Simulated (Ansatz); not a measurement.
## In under changes of volume

One of the cells (26.144 Å³/atom); the others are scaled copies at fixed shape and fractional positions:

```
In
1.0
    -1.62547    1.62547    2.47370
     1.62547   -1.62547    2.47370
     1.62547    1.62547   -2.47370
In
1
Direct
  0.00000 0.00000 0.00000
```

- Program: Ansatz 0.2.0
- Functional: PBEsol
- Potentials or basis: Ansatz PAW
- Cutoff: 420 eV (not typed: the program's choice for these potentials)
- k mesh: 11 × 11 × 11
- Occupations: fermi-dirac, width 0.05 eV
- Spin: no spin polarisation

```tsv
volume (Å³/atom)	energy over the lowest point (meV/atom)	pressure (GPa)
24.575	?	?
25.098	1.15	0.9
25.621	0.00	-0.1
26.144	1.76	-0.9
26.666	6.08	-1.7
27.189	12.65	-2.3
27.712	21.21	-2.9
```

Q: What does the run at 24.575 Å³/atom give?

A: Energy over the lowest point 5.64 meV/atom; pressure 2.0 GPa.

Worked out: A Birch-Murnaghan fit of order 3 (a polynomial in V^(-2/3)) to the other rows has its minimum at 25.56 Å³/atom with B0 = V·E''(V) = 44 GPa and B' = 5.2 at fixed shape and positions, which overstates the stiffness. It gives 5.61 meV/atom at 24.575 Å³/atom, against the run's 5.64, and -dE/dV = 1.9 GPa, against 2.0.

Energies are extrapolated to zero smearing.

Caveats: the PAW data sets come from PBE, with cores solved anew for the run's functional, which leaves a small shift of forces and pressure.
